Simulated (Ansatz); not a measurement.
## KCl: eigenvalues along the path

```
K Cl
1.0
     0.00000    3.15610    3.09298
     3.15610    0.00000    3.09298
     3.15610    3.15610    0.00000
K Cl
1 1
Direct
  0.00000 0.00000 0.00000
  0.50000 0.50000 0.50000
```

Atoms are numbered in the order listed.

The structure is an experimental refinement, used without relaxation. The listed cell was then made from it by scaling, straining or moving an atom.

Method: Ansatz 0.2.0, DFT, PBE, all-electron LAPW, scalar-relativistic.

Sampling and basis: a Γ-centred 7×7×7 k mesh, Fermi–Dirac smearing of 0.03 eV, basis error target 1 meV/atom, no spin polarisation.

Path points, in fractions of the reciprocal vectors: Γ (0.000, 0.000, 0.000), X (0.000, 0.500, 0.500), P (0.250, 0.750, 0.500), N (0.000, 0.500, 0.000), M (0.500, 0.500, 0.000), S (0.380, 0.620, 0.000), S0 (-0.380, 0.380, 0.000). Levels in eV from the valence-band top; bands 6 to 14, counted from the lowest band of the run. The gap is 5.22 eV, direct at Γ.

```
# k(1/Å) point b6 b7 b8 b9 b10 b11 b12 b13 b14
0.000 Γ -12.14 -10.64 -10.64 -10.64 -0.01 -0.01 0.00 5.22 8.32
0.199 - -12.16 -10.64 -10.64 -10.60 -0.20 -0.04 -0.03 5.53 8.05
0.398 - -12.19 -10.66 -10.65 -10.56 -0.53 -0.10 -0.09 6.26 7.50
0.597 - -12.16 -10.68 -10.67 -10.60 -0.71 -0.17 -0.16 6.98 7.12
0.796 - -12.09 -10.72 -10.69 -10.68 -0.71 -0.21 -0.21 6.64 7.95
0.995 X -12.04 -10.78 -10.70 -10.69 -0.68 -0.23 -0.23 6.52 8.37
1.097 - -12.05 -10.78 -10.69 -10.68 -0.68 -0.26 -0.24 6.59 8.45
1.199 - -12.08 -10.77 -10.70 -10.63 -0.65 -0.33 -0.29 6.80 8.68
1.300 - -12.12 -10.76 -10.71 -10.58 -0.61 -0.43 -0.35 7.14 8.97
1.402 - -12.15 -10.75 -10.72 -10.54 -0.56 -0.50 -0.42 7.57 8.62
1.503 P -12.16 -10.74 -10.74 -10.52 -0.53 -0.49 -0.49 8.08 8.08
1.644 - -12.18 -10.73 -10.72 -10.51 -0.65 -0.48 -0.42 8.05 8.14
1.785 - -12.22 -10.71 -10.69 -10.49 -0.80 -0.44 -0.37 7.95 8.29
1.926 - -12.28 -10.68 -10.66 -10.44 -0.94 -0.40 -0.35 7.80 8.47
2.066 - -12.32 -10.66 -10.65 -10.40 -1.05 -0.36 -0.34 7.66 8.59
2.207 N -12.33 -10.65 -10.64 -10.39 -1.08 -0.34 -0.34 7.60 8.63
2.381 - -12.32 -10.65 -10.64 -10.41 -1.00 -0.32 -0.31 7.42 8.46
2.554 - -12.27 -10.65 -10.64 -10.47 -0.76 -0.24 -0.23 6.86 8.21
2.728 - -12.21 -10.64 -10.64 -10.55 -0.44 -0.13 -0.13 6.10 8.16
2.901 - -12.16 -10.64 -10.64 -10.61 -0.14 -0.05 -0.04 5.46 8.27
3.075 Γ -12.14 -10.64 -10.64 -10.64 -0.01 -0.01 0.00 5.22 8.32
3.278 - -12.17 -10.64 -10.64 -10.59 -0.20 -0.05 -0.05 5.53 8.14
3.481 - -12.21 -10.66 -10.66 -10.53 -0.55 -0.12 -0.12 6.25 7.54
3.684 - -12.18 -10.68 -10.68 -10.57 -0.73 -0.19 -0.19 6.98 7.10
3.888 - -12.09 -10.70 -10.69 -10.69 -0.70 -0.24 -0.24 6.61 7.95
4.091 M -12.04 -10.79 -10.70 -10.70 -0.65 -0.25 -0.25 6.49 8.40
4.158 - -12.04 -10.79 -10.70 -10.69 -0.65 -0.27 -0.26 6.52 8.43
4.226 - -12.05 -10.78 -10.70 -10.68 -0.64 -0.31 -0.26 6.61 8.55
4.293 - -12.07 -10.78 -10.69 -10.66 -0.62 -0.38 -0.28 6.76 8.73
4.361 - -12.10 -10.77 -10.69 -10.63 -0.59 -0.46 -0.29 6.95 8.98
4.428 S -12.13 -10.76 -10.68 -10.60 -0.56 -0.55 -0.31 7.18 9.17
4.679 - -12.23 -10.70 -10.67 -10.51 -0.84 -0.43 -0.33 7.70 8.51
4.929 - -12.32 -10.65 -10.65 -10.40 -1.05 -0.36 -0.34 7.64 8.59
5.180 - -12.32 -10.65 -10.65 -10.40 -1.05 -0.36 -0.34 7.64 8.59
5.430 - -12.23 -10.70 -10.67 -10.51 -0.84 -0.43 -0.33 7.70 8.51
5.681 S0 -12.13 -10.76 -10.68 -10.60 -0.56 -0.55 -0.31 7.18 9.17
5.895 - -12.21 -10.73 -10.66 -10.51 -0.78 -0.43 -0.34 7.83 8.46
6.109 - -12.24 -10.69 -10.65 -10.49 -0.80 -0.31 -0.28 7.45 8.04
6.323 - -12.22 -10.66 -10.64 -10.53 -0.57 -0.20 -0.13 6.47 7.97
6.537 - -12.17 -10.64 -10.64 -10.60 -0.20 -0.07 -0.03 5.59 8.16
6.751 Γ -12.14 -10.64 -10.64 -10.64 -0.01 -0.01 0.00 5.22 8.32
```
